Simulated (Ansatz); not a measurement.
## Compressing TiCo₂: a fit and a missing row

TiCo₂, Fd-3m, a = 6.687 Å. The structure is a COD entry; whether it is the stable form wasn't checked. Ansatz: r2SCAN, PAW, 500 eV, Γ-centred 10×10×10 mesh on 6 atoms, Gaussian smearing 0.10 eV; collinear spin, largest moment 1.5 μB. Symmetry fixes shape and atoms, so the cell is only scaled; pressure is positive in compression.

```
V (Å³/atom) P (GPa)
     11.340    20.14
     11.713        ?
     12.087     5.87
     12.461     0.00
     12.835    -4.99
     13.209    -9.20
     13.707   -13.80
```

Problem. Take V0 = 12.461 Å³/atom, fit the third-order Birch–Murnaghan form to the other rows, and predict the missing pressure.

Solution. With the Eulerian strain f = ½[(V0/V)^(2/3) − 1] and y = P/[3f(1 + 2f)^(5/2)], the form is the line y = B0 + 1.5 B0 (B0′ − 4) f. Rows (f, y): 0.03243, 176.9; 0.01026, 181.3; -0.00976, 179.0; -0.01906, 177.3; -0.03078, 175.2. Means f = -0.003382, y = 177.94; Σ(Δf)² = 0.002506, ΣΔfΔy = 0.08694; the slope is their ratio. y = 178.1 + 34.70 f GPa, so B0 = 178.1 GPa and B0′ = 4 + 2 × (34.70)/(3 × 178.1) = 4.13. At V = 11.713, f = 0.02107, y = 178.83 and P = 12.53 GPa. The run gave 12.68 GPa, so the fit is 0.15 GPa too low, within twice the rms miss on the fitted rows (0.14 GPa). Note that the largest moment runs from 1.30 to 1.71 μB along the series.

The largest moment runs from 1.30 to 1.71 μB along the series, so B0 and B0′ hold the change of the moment too.

The state reached may not be the lowest one.